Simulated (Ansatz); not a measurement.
Density of states of BaSnO3 (Pm-3m) below the valence band maximum, Ansatz (an electronic-structure program) with PBEsol, rigid bands; cell volume 70.0 Å³.

(energy from edge (eV), 10⁻³ states/eV/cell): (0.006, 496); (0.031, 1320); (0.056, 2290); (0.081, 2380); (0.106, 2480); (0.131, 2580); (0.156, 2700); (0.181, 2880); (0.206, 3010); (0.231, 3200); (0.256, 3430); (0.281, 3670); (0.319, 4090); (0.344, 4340); (0.369, 4650); (0.394, 5010); (0.419, 5460); (0.444, 6040); (0.469, 6880); (0.494, 6110); (0.519, 6030); (0.544, 6030); (0.569, 6070); (0.594, 6100)

Q: What effective density of states at 300 K does this give (∫ g(E) exp(−E/k_BT) dE, both spins, divided by the cell's size)?

A: 4.1e20 cm⁻³, a density-of-states mass of 6.4 mₑ, valleys and band degeneracy included.

Spin-orbit coupling is left out; where it splits the top of the valence band, N_v and the p-type Seebeck coefficient come out somewhat high without it. Geometry: cell and atoms relaxed with PBEsol.
